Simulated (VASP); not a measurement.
BN in VASP 6.6.1, single-point calculation

INCAR

```
ISMEAR = -1
NBANDS = 11
EDIFF = 1E-7
LWAVE = .FALSE.
LREAL = .FALSE.
NSW = 0
LASPH = .FALSE.
ISPIN = 2
GGA = PE
ISIF = 2
NELM = 76
SIGMA = 0.02
ENCUT = 520
LCHARG = .FALSE.
PREC = Accurate
IBRION = -1
MAGMOM = -0.5 0.5
```

KPOINTS

```
KPOINTS created by Atomic Simulation Environment
0
Gamma
12 12 12
0 0 0
```

POSCAR

```
B  N
 1.0000000000000000
     0.0000000000000000    1.7786474624999999    1.7458259350000001
     1.7786474624999999    0.0000000000000000    1.7458259350000001
     1.7786474624999999    1.7786474624999999    0.0000000000000000
 B   N
   1   1
Cartesian
  0.0000000000000000  0.0000000000000000  0.0000000000000000
  1.7786474624999999  1.7786474624999999  1.7458259350000001
```

The recommended PBE PAW datasets give the neutral cell 8 valence electrons.

Command

```
mpirun -np 1 vasp_std
```

Predict the outcome of this run.

It converged. Results: pressure -9.7 GPa; magnetic moment of the cell 0.00 μB.

OSZICAR

```
N       E                     dE             d eps       ncg     rms          rms(c)
DAV:   1     0.121823739704E+02    0.12182E+02   -0.50106E+03  7351   0.730E+02
DAV:   2    -0.141623848291E+02   -0.26345E+02   -0.24940E+02  8532   0.157E+02
DAV:   3    -0.146833453327E+02   -0.52096E+00   -0.51977E+00  8521   0.187E+01
DAV:   4    -0.146838727641E+02   -0.52743E-03   -0.52741E-03  7970   0.636E-01
DAV:   5    -0.146838730196E+02   -0.25548E-06   -0.25549E-06  8387   0.148E-02    0.641E+00
DAV:   6    -0.139217659428E+02    0.76211E+00   -0.46216E+00  7889   0.107E+01    0.226E+00
DAV:   7    -0.139313090973E+02   -0.95432E-02   -0.77817E-02  7874   0.240E+00    0.154E+00
DAV:   8    -0.139341086622E+02   -0.27996E-02   -0.78886E-03  7559   0.728E-01    0.373E-01
DAV:   9    -0.139357565820E+02   -0.16479E-02   -0.15012E-03  7550   0.343E-01    0.130E-01
DAV:  10    -0.139358473037E+02   -0.90722E-04   -0.73563E-05  8249   0.747E-02    0.643E-02
DAV:  11    -0.139358529902E+02   -0.56865E-05   -0.11580E-05  7718   0.260E-02    0.165E-02
DAV:  12    -0.139358558146E+02   -0.28244E-05   -0.24206E-06  7598   0.183E-02    0.297E-03
DAV:  13    -0.139358562332E+02   -0.41861E-06   -0.77347E-08  5817   0.279E-03    0.110E-03
DAV:  14    -0.139358562284E+02    0.48408E-08   -0.13756E-08  3970   0.125E-03
   1 F= -.13935856E+02 E0= -.13935856E+02  d E =-.194926E-09  mag=     0.0000
```

For comparison, a separate PBE run of the intended cell, on usual settings and not on those above, gives a gap of 0.65 eV on its mesh and a pressure of -9.7 GPa.
